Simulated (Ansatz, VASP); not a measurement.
**WC: VASP beside Ansatz**

The input INCAR:

```
SYSTEM = WC
  PREC = Accurate
  ENCUT = 520
  EDIFF = 1E-6
  ISMEAR = -1
  SIGMA = 0.05
  LREAL = .FALSE.
  LASPH = .TRUE.
  NELM = 60
  ALGO = Normal
  ISIF = 2
  LWAVE = .FALSE.
  LCHARG = .FALSE.
  GGA = PS
  NBANDS = 16
```

The input KPOINTS:

```
regular mesh
0
G
  10 10 10
  0 0 0
```

File POSCAR:

```
WC
1.0
    0.0000000000      2.1630495024      2.1630495024
    2.1630495024      0.0000000000      2.1630495024
    2.1630495024      2.1630495024      0.0000000000
W C
1 1
Direct
    0.0000000000      0.0000000000      0.0000000000
    0.5000000000      0.5000000000      0.5000000000
```

Contents of input.yaml:

```yaml
crystal:
  lattice:
    - [0.0, 2.1630495024, 2.1630495024]
    - [2.1630495024, 0.0, 2.1630495024]
    - [2.1630495024, 2.1630495024, 0.0]
  atoms:
    - { symbol: W, position: [0.0, 0.0, 0.0] }
    - { symbol: C, position: [0.5, 0.5, 0.5] }
kpoints:
  mp_grid: { grid: [10, 10, 10] }
scf:
  occupations: { method: fermi_dirac, width: 0.05 }
hamiltonian:
  xc: pbesol
  pseudopotentials: { kind: all_electron, lapw: { basis_error: 0.001 } }
output:
  forces: true
  stress: true
  eigenvalues: true
```

Change from the starting cell: volume scaled by 0.96.

Alike in both runs: task single point; functional PBEsol; k mesh 10 × 10 × 10; occupations fermi-dirac, width 0.05 eV; no spin polarisation.

|  | VASP | Ansatz |
| --- | --- | --- |
| version | VASP 6.6.1 | Ansatz 0.2.0 |
| potentials or method | VASP PAW PBE potentials, release 64 (W_sv, C) | all-electron LAPW, scalar-relativistic |
| plane-wave cutoff (eV) | 520 | see its input |

Ansatz gave:

* gap on the k mesh at the Fermi level (eV): none
* pressure (GPa): 5.2

Task: Which values does VASP return?

Result: gap on the k mesh at the Fermi level (eV): none; pressure (GPa): 6.4.

A gap of «none» marks a metal or a gap that the smearing closes. Ansatz ran all-electron here, so the differences hold the error of VASP's frozen core and of both bases.

Caveats: the PAW data sets were made with another functional, which shifts forces and pressure a little (VASP). Spin-orbit coupling is left out, which matters for the levels of W.
